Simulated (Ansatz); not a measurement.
Crystal: SnTe.

```
Te Sn
1.0
     3.90470    0.00000    0.00000
     0.00000    3.90470    0.00000
     0.00000    0.00000    3.90470
Te Sn
1 1
Direct
  0.50000 0.50000 0.50000
  0.00000 0.00000 0.00000
```

Measurements of this composition are mostly on another form, of space group No. 225.

Base run:

| Property | Result |
| --- | --- |
| Program | Ansatz 0.2.0 |
| Functional | PBEsol |
| Potentials or basis | all-electron LAPW, scalar-relativistic |
| Cutoff | 152 eV (chosen from the basis error) |
| Basis error allowed | 0.001 eV/atom |
| k mesh | 7 × 7 × 7 |
| Occupations | fermi-dirac, width 0.05 eV |
| Spin | no spin polarisation |

Its results: pressure -3.8 GPa.

Problem. The run is repeated on the same cell with these changes: functional from PBEsol to LDA. What comes out?

Solution. Pressure -4.7 GPa.

LDA binds more tightly than PBEsol, so the same cell stands under less pressure.
